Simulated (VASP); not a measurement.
A run of VASP 6.6.1:

The input INCAR:

```
SYSTEM = C
PREC = Accurate
ENCUT = 520
EDIFF = 1E-7
ISMEAR = 0
SIGMA = 0.01
LREAL = .FALSE.
LASPH = .TRUE.
NELM = 100
ALGO = Fast
ISIF = 2
LWAVE = .FALSE.
LCHARG = .FALSE.
GGA = PE
IVDW = 12
NBANDS = 11
```

The input KPOINTS:

```
Automatic mesh
0
G
  18 18 18
  0 0 0
```

File POSCAR:

```
C
1.0
    1.2324837431      0.7115748209      3.3655569949
   -1.2324837431      0.7115748209      3.3655569949
    0.0000000000     -1.4231496417      3.3655569949
C
2
Direct
    0.8333881056      0.8333881056      0.8333881056
    0.1666118944      0.1666118944      0.1666118944
```

Potentials or basis: VASP PAW PBE potentials, release 64 (C).

Launch:

```console
$ cat potpaw_PBE.64/C/POTCAR > POTCAR
$ mpirun -np 1 vasp_std > vasp.out
```

Hardware: 1 thread of Intel(R) Xeon(R) 6975P-C (Granite Rapids), on a shared host.

**Question.** Estimate the wall time of this run.

**Answer.** Run time: 100 s on 1 thread of Intel(R) Xeon(R) 6975P-C (Granite Rapids), with other jobs on the host, peak memory 0.22 GiB. Counts: scf iterations 14, k points 580.
